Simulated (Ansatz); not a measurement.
GaN built on the 4H polytype prototype, relaxed with r2SCAN in Ansatz: it is hexagonal, P6_3mc (No. 186); a = 3.182 Å, c = 10.377 Å in the conventional setting, 11.37 Å³ an atom. Ga is surrounded by 4 N at 1.95 Å; N is surrounded by 4 Ga at 1.95 Å. The primitive cell holds 8 atoms in 90.98 Å³. Simulation only: spin-unpolarised, and no claim that this is the phase found in nature.

Computed values: PBE gives a gap of 1.84 eV and PBE0 (25 % exact exchange) 3.79 eV; one over PBE's mean ε∞ is 0.170. HSE06 (6×6×2) gives a least gap of 3.10 eV, direct.

What is the density?
The cell holds 4 Ga, 4 N: M = 4×69.723 + 4×14.007 = 334.92 u in V = 90.98 Å³. ρ = 1.66054 × M/V = 1.66054 × 334.92/90.98 = 6.113 g/cm³, for the static r2SCAN lattice.

Taking the gap as linear in the share of unscreened exchange, estimate the gap of the hybrid whose share is 1/ε∞.
The slope is (3.79 − 1.84)/0.25 = 7.80 eV per unit share, so E_g ≈ 1.84 + 7.80 × 0.170 = 3.17 eV. The run with that share gives 3.15 eV (6×6×2 mesh), -0.02 eV from the straight line.

At what wavelength does absorption set in by HSE06, excitons left aside?
λ = 1239.84 eV nm/E: 400 nm for the least gap.

The meshes of the hybrids are coarse, so their gaps aren't converged to the digits shown.
